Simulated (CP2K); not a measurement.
# CuO (Tenorite) under changes of volume

One of the cells (10.163 Å³/atom); the others are scaled copies at fixed shape and fractional positions:

```xyz
4
Lattice="2.9040 0.0000 0.0000 0.8821 2.7668 0.0000 -0.6948 -0.5077 5.0594" Properties=species:S:1:pos:R:3 pbc="T T T"
Cu    1.0981   -0.2450    2.5297
Cu    0.4475    1.3745    0.0000
O     1.1582    1.1982    3.8133
O     1.8409    0.9934    1.2836
```

```yaml
Program: CP2K 2026.2
Functional: PBEsol
Potentials_or_basis: POTENTIAL_UZH Cu GTH-PBE-q11, O GTH-PBE-q6; TZVP-MOLOPT-PBE-GTH basis
Density_cutoff: 8163 eV
k_mesh: 10 × 10 × 5
Occupations: fermi-dirac, width 0.05 eV
Spin: no spin polarisation
```

```csv
volume (Å³/atom),energy over the lowest point (meV/atom),pressure (GPa)
9.553,28.52,14.6
9.756,13.24,9.6
9.959,?,?
10.163,0.00,1.2
10.366,1.01,-2.4
10.569,6.17,-5.6
10.772,15.14,-8.4
```

**Question.** What does the run at 9.959 Å³/atom give?

**Answer.** Energy over the lowest point 3.94 meV/atom; pressure 5.2 GPa.

Worked out: A Birch-Murnaghan fit of order 3 (a polynomial in V^(-2/3)) to the other rows has its minimum at 10.22 Å³/atom with B0 = V·E''(V) = 184 GPa and B' = 4.9 at fixed shape and positions, which overstates the stiffness. It gives 3.94 meV/atom at 9.959 Å³/atom, against the run's 3.94, and -dE/dV = 5.1 GPa, against 5.2.

Energies are extrapolated to zero smearing.

Caveats: the potentials were made for another functional, which shifts forces and pressure; the basis of atomic orbitals isn't converged, which shifts pressures, moduli and gaps; the run has no spin polarisation, though such a crystal can be magnetic.
